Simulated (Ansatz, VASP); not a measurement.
## One calculation of TiPt3, two programs

```
CELL_PARAMETERS angstrom
3.90028 0.00000 0.00000
0.00000 3.90028 0.00000
0.00000 0.00000 3.90028
ATOMIC_POSITIONS crystal
Ti 0.00000 0.00000 0.00000
Pt 0.00000 0.50000 0.50000
Pt 0.50000 0.00000 0.50000
Pt 0.50000 0.50000 0.00000
```

Alike in both runs: functional PBEsol; k mesh 6 × 6 × 6; occupations gaussian, width 0.1 eV; no spin polarisation.

Ansatz relaxed the structure, and its values are those at the end. VASP's run is a single point on that final structure, the one shown.

|  | VASP | Ansatz |
| --- | --- | --- |
| version | VASP 6.6.1 | Ansatz 0.2.0 |
| potentials or method | VASP PAW PBE potentials, release 64 (Ti_sv, Pt) | scalar-relativistic, plane waves, PAW |
| plane-wave cutoff (eV) | 520 | 420 |
| valence electrons in the cell | 42 | 66 |

|  | VASP | Ansatz | Ansatz less VASP |
| --- | --- | --- | --- |
| gap on the k mesh at the Fermi level (eV) | none | none | - |
| pressure (GPa) | -0.5 | -0.2 | +0.28 |

A gap of «none» marks a metal or a gap that the smearing closes. With one functional, cell and mesh, what is left measures potentials, basis and numerics. The two sets of potentials don't hold the same shells in valence.

Caveats: the PAW data sets were made with another functional, which shifts forces and pressure a little (VASP). The runs have no spin-orbit coupling, so splittings on Pt are missing.
